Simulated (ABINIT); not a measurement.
The system is Se.

```
Se
1.0
     4.36620    0.00000    0.00000
    -2.18310    3.78124    0.00000
     0.00000    0.00000    4.95360
Se
3
Direct
  0.77460 0.77460 0.00000
  0.00000 0.22540 0.66667
  0.22540 0.00000 0.33333
```

- Program: ABINIT 10.8.3 (patched build)
- Task: relaxation of cell and atoms
- Functional: LDA
- Potentials or basis: JTH PAW LDA v2.0
- Cutoff: 408 eV
- k mesh: 5 × 5 × 4
- Occupations: fermi-dirac, width 0.05 eV
- Spin: no spin polarisation

At the start: pressure -1.2 GPa; volume 27.26 Å³/atom.

**Question.** Where does the relaxation end?

**Answer.** Over 15 steps the energy falls by 53.5 meV/atom and the volume is 22.96 Å³/atom (-15.8 %); space group P3_121 (No. 152, to 0.05 Å).

The path:
```
step  energy change (eV)  largest force (eV/Å)  pressure (GPa)  volume (Å³)
   1              0.0000                0.2442           -1.24        81.78
   2             -0.0049                0.2422           -1.21        81.47
   3              0.0965                0.3775           11.40        59.94
   4             -0.1021                0.1571           -0.40        74.66
   5             -0.1283                0.1434            0.46        71.67
   6             -0.1390                0.1012            1.73        68.35
   7             -0.1435                0.0624            1.23        68.80
   8             -0.1530                0.0890           -0.10        69.30
   9             -0.1544                0.1161           -0.28        69.16
  10             -0.1561                0.1276           -0.38        68.94
  11             -0.1581                0.1113           -0.38        68.78
  12             -0.1599                0.0598           -0.24        68.76
  13             -0.1605                0.0108           -0.06        68.85
  14             -0.1606                0.0003            0.00        68.88
  15             -0.1606                0.0000            0.00        68.89
```

Final structure:
```
Se
1.0
     3.94048    0.00000    0.00000
    -1.97024    3.41256    0.00000
     0.00000    0.00000    5.12279
Se
3
Direct
  0.74378 0.74378 0.00000
  0.00000 0.25622 0.66667
  0.25622 0.00000 0.33333
```

Caveat: the volume moved by over 15 % at a fixed basis, so the end points are rough; the volume moved by -16 % from the deposited cell, more than functionals usually miss.
